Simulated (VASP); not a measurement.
## VASP 6.6.1, PBE single-point calculation, F (strained database structure)

INCAR

```
IBRION = -1
ENCUT = 520
NELM = 120
LREAL = .FALSE.
LASPH = .TRUE.
EDIFF = 1E-7
ISIF = 2
ISMEAR = -1
LWAVE = .FALSE.
LELF = .TRUE.
PREC = Accurate
GGA = PE
LCHARG = .TRUE.
NBANDS = 22
SIGMA = 0.02
NSW = 0
```

KPOINTS

```
KPOINTS created by Atomic Simulation Environment
0
Gamma
10 10 4
0 0 0
```

KPOINTS_OPT

```
special points
9
Reciprocal
0.0000000000 0.0000000000 0.0000000000 1
-0.3401160853 0.3401160853 0.0000000000 1
-0.6598839147 -0.3401160853 0.0000000000 1
-0.5000000000 -0.5000000000 0.0000000000 1
-0.5000000000 -0.5000000000 0.5000000000 1
-0.6794305525 -0.3205694475 0.5000000000 1
-0.3205694475 0.3205694475 0.5000000000 1
0.0000000000 0.0000000000 0.5000000000 1
-0.5000000000 0.0000000000 0.5000000000 1
```

POSCAR

```
F
 1.0000000000000000
     2.6008784202999999   -1.4917119191999999   -0.0062865132000000
     2.6008784202999999    1.4917119191999999   -0.0062865132000000
    -2.0794375002000001    0.0000000000000000    6.3937108801000004
 F
   4
Cartesian
  1.8314126271347462 -0.0000000000000000  2.5454134822662575
  0.2884495685451714  0.0000000000000000  0.6386945301659415
  1.2909067132652532 -0.0000000000000001  3.8357243714337428
  2.8338697718548285 -0.0000000000000001  5.7424433235340580
```

VASP ran with the recommended PBE PAW datasets (28 valence electrons in the cell).

Command

```
mpirun -np 1 vasp_std
```

OSZICAR

```
N       E                     dE             d eps       ncg     rms          rms(c)
DAV:   1     0.165641636083E+03    0.16564E+03   -0.16529E+04  5172   0.123E+03
DAV:   2    -0.170199421678E+01   -0.16734E+03   -0.16195E+03  6764   0.299E+02
DAV:   3    -0.867120529009E+01   -0.69692E+01   -0.69360E+01  6030   0.563E+01
DAV:   4    -0.870896622796E+01   -0.37761E-01   -0.37760E-01  5412   0.480E+00
DAV:   5    -0.870914745169E+01   -0.18122E-03   -0.18122E-03  5904   0.313E-01    0.112E+01
DAV:   6    -0.748424853939E+01    0.12249E+01   -0.45532E-01  5196   0.692E+00    0.628E+00
DAV:   7    -0.708322008188E+01    0.40103E+00   -0.60485E-01  5352   0.744E+00    0.723E-01
DAV:   8    -0.708089934129E+01    0.23207E-02   -0.71155E-02  5466   0.200E+00    0.116E-01
DAV:   9    -0.708104795827E+01   -0.14862E-03   -0.79596E-04  5790   0.224E-01    0.585E-02
DAV:  10    -0.708110506818E+01   -0.57110E-04   -0.81663E-05  5574   0.840E-02    0.170E-02
DAV:  11    -0.708110599613E+01   -0.92794E-06   -0.11283E-05  5694   0.379E-02    0.332E-03
DAV:  12    -0.708110613953E+01   -0.14340E-06   -0.10909E-06  5466   0.101E-02    0.203E-03
DAV:  13    -0.708110615077E+01   -0.11240E-07   -0.14061E-07  3654   0.412E-03
   1 F= -.70811062E+01 E0= -.70811062E+01  d E =-.254011E-11
       N       E                     dE             ncg
DAV:   1     0.243884060935E+04   -0.10267E+05      396
DAV:   2     0.926325867059E+03   -0.15125E+04      516
DAV:   3     0.867011077875E+03   -0.59315E+02      474
DAV:   4     0.866702593421E+03   -0.30848E+00      420
DAV:   5     0.866701069351E+03   -0.15241E-02      468
DAV:   6     0.866701058573E+03   -0.10777E-04      420
DAV:   7     0.866701058481E+03   -0.91945E-07      480
```

From OUTCAR

```
k-points           NKPTS =    117   k-points in BZ     NKDIM =    117   number of bands    NBANDS=     22

   NELECT =      28.0000    total number of electrons

   dimension x,y,z NGX =    24 NGY =   24 NGZ =   50
   dimension x,y,z NGXF=    48 NGYF=   48 NGZF=  100

  energy-cutoff  :      520.00
  volume of cell :       49.57
      direct lattice vectors                 reciprocal lattice vectors
     2.600878420 -1.491711919 -0.006286513     0.192393985 -0.335185362  0.062572624
     2.600878420  1.491711919 -0.006286513     0.192393985  0.335185362  0.062572624
    -2.079437500  0.000000000  6.393710880     0.000378337  0.000000000  0.156526741

 k-points in reciprocal lattice and weights: KPOINTS created by Atomic Simulation Env
   0.00000000  0.00000000  0.00000000       0.003
   0.10000000 -0.00000000  0.00000000       0.010
   0.20000000 -0.00000000  0.00000000       0.010
   0.30000000 -0.00000000  0.00000000       0.010
   0.40000000 -0.00000000  0.00000000       0.010
   0.50000000 -0.00000000  0.00000000       0.005
   0.10000000  0.10000000  0.00000000       0.005
   0.20000000  0.10000000  0.00000000       0.010
   ...

 E-fermi :  -3.1356

 k-point     1 :       0.0000    0.0000    0.0000
  band No.  band energies     occupation
      1     -29.2516      2.00000
      2     -28.9557      2.00000
      3     -22.8125      2.00000
      4     -22.0747      2.00000
      5     -10.9115      2.00000
      6      -9.5413      2.00000
      7      -7.1267      2.00000
      8      -7.0865      2.00000
      9      -6.9602      2.00000
     10      -6.9147      2.00000
     11      -4.2270      2.00000
     12      -3.9750      2.00000
     13      -3.9178      2.00000
     14      -3.7256      2.00000
     15      -0.9843      0.00000
     16       0.2862      0.00000
     17       6.4199      0.00000
     18       8.7882      0.00000
     19      10.4486      0.00000
     20      16.4452      0.00000
     21      18.3639      0.00000
     22      20.5712      0.00000

 k-point     2 :       0.1000   -0.0000    0.0000
  band No.  band energies     occupation
      1     -29.2279      2.00000
      2     -28.9420      2.00000
      3     -22.7839      2.00000
      4     -22.0829      2.00000
      5     -10.8816      2.00000
      6      -9.5726      2.00000
      7      -7.2394      2.00000
      8      -7.1443      2.00000
      9      -7.0713      2.00000
     10      -6.9719      2.00000
     11      -4.2110      2.00000
     12      -3.9804      2.00000
     13      -3.9659      2.00000
     14      -3.7996      2.00000
     15      -0.9285      0.00000
     16       0.2623      0.00000
     17       6.7453      0.00000
     18       9.0760      0.00000
     19      10.6400      0.00000
     20      16.5272      0.00000
     21      18.4247      0.00000
     22      18.7997      0.00000

 k-point     3 :       0.2000   -0.0000    0.0000
  band No.  band energies     occupation
      1     -29.1648      2.00000
      2     -28.9070      2.00000
      3     -22.7051      2.00000
      4     -22.1088      2.00000
      5     -10.7949      2.00000
      6      -9.6656      2.00000
      7      -7.5868      2.00000
      8      -7.4449      2.00000
      9      -7.1842      2.00000
     10      -7.0408      2.00000
     11      -4.1991      2.00000
     12      -4.0941      2.00000
     13      -4.0192      2.00000
     14      -3.9573      2.00000
     15      -0.7818      0.00000
     16       0.1948      0.00000
     17       7.6318      0.00000
     18       9.8591      0.00000
     19      11.1910      0.00000
     20      16.5677      0.00000
     21      16.6988      0.00000
     22      18.0540      0.00000

 k-point     4 :       0.3000   -0.0000    0.0000
  band No.  band energies     occupation
      1     -29.0831      2.00000
      2     -28.8655      2.00000
      3     -22.5922      2.00000
      4     -22.1562      2.00000
      5     -10.6583      2.00000
      6      -9.8184      2.00000
      7      -7.9761      2.00000
      8      -7.8490      2.00000
      9      -7.2471      2.00000
     10      -7.1164      2.00000
     11      -4.2977      2.00000
     12      -4.2473      2.00000
     13      -4.1312      2.00000
     14      -4.0039      2.00000
     15      -0.5910      0.00000
     16       0.0915      0.00000
     17       8.8706      0.00000
     18      10.9250      0.00000
     19      12.0125      0.00000
     20      14.9960      0.00000
     21      15.8239      0.00000
     22      17.2346      0.00000

 k-point     5 :       0.4000   -0.0000    0.0000
  band No.  band energies     occupation
      1     -29.0130      2.00000
      2     -28.8348      2.00000
      3     -22.4692      2.00000
      4     -22.2262      2.00000
      5     -10.4784      2.00000
      6     -10.0225      2.00000
      7      -8.2541      2.00000
      8      -8.1578      2.00000
      9      -7.2921      2.00000
     10      -7.1742      2.00000
     11      -4.4405      2.00000
     12      -4.3920      2.00000
     13      -4.1681      2.00000
     14      -4.0215      2.00000
     15      -0.3993      0.00000
     16      -0.0389      0.00000
     17      10.2296      0.00000
     18      11.9508      0.00000
     19      12.6781      0.00000
     20      14.0637      0.00000
     21      14.6117      0.00000
     22      16.0754      0.00000

 k-point     6 :       0.5000   -0.0000    0.0000
  band No.  band energies     occupation
      1     -28.9848      2.00000
      2     -28.8244      2.00000
      3     -22.3865      2.00000
      4     -22.2889      2.00000
      5     -10.2968      2.00000
      6     -10.2172      2.00000
      7      -8.3475      2.00000
      8      -8.2760      2.00000
      9      -7.3081      2.00000
     10      -7.1955      2.00000
     11      -4.4957      2.00000
     12      -4.4497      2.00000
     13      -4.1814      2.00000
     14      -4.0273      2.00000
     15      -0.2669      0.00000
     16      -0.1500      0.00000
     17      11.4079      0.00000
     18      11.6029      0.00000
     19      13.3572      0.00000
     20      13.5192      0.00000
     21      14.4141      0.00000
     22      15.2556      0.00000

 k-point     7 :       0.1000    0.1000    0.0000
  band No.  band energies     occupation
      1     -29.2222      2.00000
      2     -28.9443      2.00000
      3     -22.7749      2.00000
      4     -22.1041      2.00000
      5     -10.8688      2.00000
      6      -9.6131      2.00000
      7      -7.2409      2.00000
      8      -7.1317      2.00000
      9      -7.1115      2.00000
     10      -6.9390      2.00000
     11      -4.2146      2.00000
     12      -4.0109      2.00000
     13      -3.9366      2.00000
     14      -3.7095      2.00000
     15      -0.9163      0.00000
     16       0.2351      0.00000
     17       6.7428      0.00000
     18       8.9651      0.00000
     19      10.7233      0.00000
     20      16.3648      0.00000
     21      18.4671      0.00000
     22      18.5970      0.00000

 k-point     8 :       0.2000    0.1000    0.0000
  band No.  band energies     occupation
      1     -29.1741      2.00000
      2     -28.9216      2.00000
      3     -22.7139      2.00000
      4     -22.1385      2.00000
      5     -10.7989      2.00000
      6      -9.7082      2.00000
      7      -7.4627      2.00000
      8      -7.3576      2.00000
      9      -7.1766      2.00000
     10      -7.0019      2.00000
     11      -4.2207      2.00000
     12      -4.0396      2.00000
     13      -4.0036      2.00000
     14      -3.7660      2.00000
     15      -0.7998      0.00000
     16       0.1689      0.00000
     17       7.3487      0.00000
     18       9.3937      0.00000
     19      11.1899      0.00000
     20      16.3718      0.00000
     21      17.0031      0.00000
     22      18.2062      0.00000

 k-point     9 :       0.3000    0.1000    0.0000
  band No.  band energies     occupation
      1     -29.0993      2.00000
      2     -28.8838      2.00000
      3     -22.6118      2.00000
      4     -22.1853      2.00000
      5     -10.6753      2.00000
      6      -9.8486      2.00000
      7      -7.8186      2.00000
      8      -7.6894      2.00000
      9      -7.2576      2.00000
     10      -7.1052      2.00000
     11      -4.2654      2.00000
     12      -4.1590      2.00000
     13      -4.0454      2.00000
     14      -3.9176      2.00000
     15      -0.6177      0.00000
     16       0.0722      0.00000
     17       8.4220      0.00000
     18      10.2412      0.00000
     19      11.9873      0.00000
     20      15.3986      0.00000
     21      16.2754      0.00000
     22      17.2010      0.00000

 ...

  Total        1.5443044      0.9335103      3.7389160      0.0000000      0.0000000      0.0343360
  in kB       49.9110855     30.1705502    120.8397531      0.0000000      0.0000000      1.1097218
  external PRESSURE =      66.9737963 kB  Pullay stress =       0.0000000 kB

 POSITION                                       TOTAL-FORCE (eV/Angst)
 -----------------------------------------------------------------------------------
      1.83141      0.00000      2.54541         0.375326      0.000000     -0.929477
      0.28845      0.00000      0.63869         0.406307      0.000000      0.926285
      1.29091      0.00000      3.83572        -0.375326      0.000000      0.929477
      2.83387      0.00000      5.74244        -0.406307      0.000000     -0.926285
 -----------------------------------------------------------------------------------
    total drift:                                0.000000      0.000000     -0.000000

  FREE ENERGIE OF THE ION-ELECTRON SYSTEM (eV)
  ---------------------------------------------------
  free  energy   TOTEN  =        -7.0811061508 eV

  energy  without entropy=       -7.0811061508  energy(sigma->0) =       -7.08110615
```

| Quantity | Value |
| --- | --- |
| gap between bands v and c | 2.59 eV |
| least direct gap | 2.74 eV |
| pressure | 6.7 GPa |
| largest force | 1.01 eV/Å |

Band v is the last that the valence electrons fill when counted band by band, and c is the next.

The run took about 64 s on one core of a shared host (Intel Xeon Platinum 8488C) and held 0.28 GiB at most.
